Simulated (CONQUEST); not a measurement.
**Au under changes of volume**

One of the cells (16.855 Å³/atom); the others are scaled copies at fixed shape and fractional positions:

```
Au
1.0
     2.87792    0.00000    0.00000
     0.00000    2.87792    0.00000
     0.00000    0.00000    4.07000
Au
2
Cartesian
  0.0000 0.0000 0.0000
  1.4390 1.4390 2.0350
```

| Item | Value |
| --- | --- |
| Program | CONQUEST 1.3 |
| Functional | LDA |
| Potentials or basis | PseudoDojo NC LDA, DZP, grid of 32 × 32 × 40 points |
| k mesh | 9 × 9 × 7 |
| Occupations | fermi-dirac, width 0.05 eV |
| Spin | no spin polarisation |

| volume (Å³/atom) | energy over the lowest point (meV/atom) | pressure (GPa) |
| --- | --- | --- |
| 15.843 | ? | ? |
| 16.181 | 7.25 | 6.4 |
| 16.518 | 0.00 | 1.1 |
| 16.855 | 1.01 | -2.1 |
| 17.529 | 23.37 | -8.5 |
| 17.866 | 44.14 | -11.0 |

Problem. What does the run at 15.843 Å³/atom give?

Solution. Energy over the lowest point 25.97 meV/atom; pressure 11.3 GPa.

Worked out: A Birch-Murnaghan fit of order 3 (a polynomial in V^(-2/3)) to the other rows has its minimum at 16.65 Å³/atom with B0 = V·E''(V) = 178 GPa and B' = 3.2. It gives 22.92 meV/atom at 15.843 Å³/atom, against the run's 25.97, and -dE/dV = 9.6 GPa, against 11.3.

Energies are extrapolated to zero smearing.

Caveats: the basis of atomic orbitals isn't converged, which shifts pressures, moduli and gaps; the real-space grid breaks the cell's symmetry a little.
